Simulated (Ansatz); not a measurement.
# CsI: the cost of one run

Computed with Ansatz 0.2.0 (DFT PBE, scalar-relativistic, plane waves, PAW, unless a step's input says otherwise).

1 further run of the same task is left out (it didn't finish).

## Step 1: The structure to begin with

The structure is cubic, space group Pm-3m (No. 221). The conventional cell has a = 4.665 Å, b = 4.665 Å, c = 4.665 Å, α = 90.00°, β = 90.00°, γ = 90.00°. Cs (site symmetry m-3m) has 8 I at 4.04 Å as nearest neighbours. Around I (site symmetry m-3m) lie 8 Cs at 4.04 Å.

Structure file:

```xyz
2
Lattice="4.6655 0.0000 0.0000 0.0000 4.6655 0.0000 0.0000 0.0000 4.6655" Properties=species:S:1:pos:R:3 pbc="T T T"
Cs    0.0000    0.0000    0.0000
I     2.3327    2.3327    2.3327
```

This cell comes from an earlier session at PBE: 50.776 Å³/atom at 0.01 GPa, on a 8×8×8 mesh.

The changes: atom 2 (I) moved 0.05 Å along x; atom 2 (I) moved 0.05 Å along y; strain e6 = +0.03, atoms carried along; strain e4 = +0.03, atoms carried along; all atoms moved at random (σ = 0.06 Å), cell strained at random (1 %); all atoms moved at random (σ = 0.15 Å), cell strained at random (1 %).

## Step 2: Atom 2 (I) moved 0.05 Å along x

File input.yaml:

```yaml
crystal:
  lattice:
    - [4.6654673611, 0.0, 0.0]
    - [0.0, 4.6654673611, 0.0]
    - [0.0, 0.0, 4.6654673611]
  atoms:
    - { symbol: Cs, position: [0.0, 0.0, 0.0] }
    - { symbol: I, position: [0.5107170399, 0.5, 0.5] }
basis:
  ecutwfc: 420
  ecutrho_ratio: 4
kpoints:
  mp_grid: { grid: [8, 8, 8] }
hamiltonian:
  xc: pbe
scf:
  occupations: { method: gaussian, width: 0.05 }
output:
  forces: true
  stress: true
  eigenvalues: true
  write_density: true
  write_potential: true
  elf: true
  volumetric_format: npy
```

Run with:

```console
$ ansatz run input.yaml --threads 2 --pin off --max-ram 2662MiB --backend cpu --events-out ev --progress --plain --runs-dir out
```

**Question.** How long does this run take on 2 threads of Arm Neoverse V2, shared host, and how much memory does it need?

About 7.7 s, with a peak of 0.45 GiB.
